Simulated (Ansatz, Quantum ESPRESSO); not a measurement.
# 2H-MoTe2, 1 layer: the gap on the mesh at a withheld member of a series

Method. Quantum ESPRESSO 7.5, PBE, SG15 norm-conserving. Cell and atoms are relaxed under PBE (GBRV files) and held. Screened hybrids with norm-conserving files, screening 0.106 per bohr, fixed occupations, a 9×9×1 mesh with exchange on 3×3×1 q points. Levels count from the potential in the middle of the vacuum. The series steps the share of short-range exact exchange (0.25 is HSE06, 0 is PBE).

| share of short-range exact exchange | gap on the mesh (eV) |
| --- | --- |
| 0 | 1.064 |
| 0.1 | 1.288 |
| 0.15 | 1.407 |
| 0.2 | 1.532 |
| 0.25 | 1.665 |
| 0.4 | 2.099 |

To predict: What is the gap on the mesh at 0.3?

**Fit.** The rows at 0.25 and 0.4 give a slope of (2.099 − (1.665))/(0.4 − (0.25)) = 2.893, so a straight line gives 1.810 eV. A parabola through these and the row at 0.2 gives 1.804 eV.

What the calculation gave: 1.807 eV. The line misses by +0.003 and the parabola by −0.003 eV. Both misses are under 5 % of the step from the nearer row.

Caveats: Gaps are those of the mesh; no spin-orbit coupling; the q mesh was not tested; the geometry stays that of PBE.
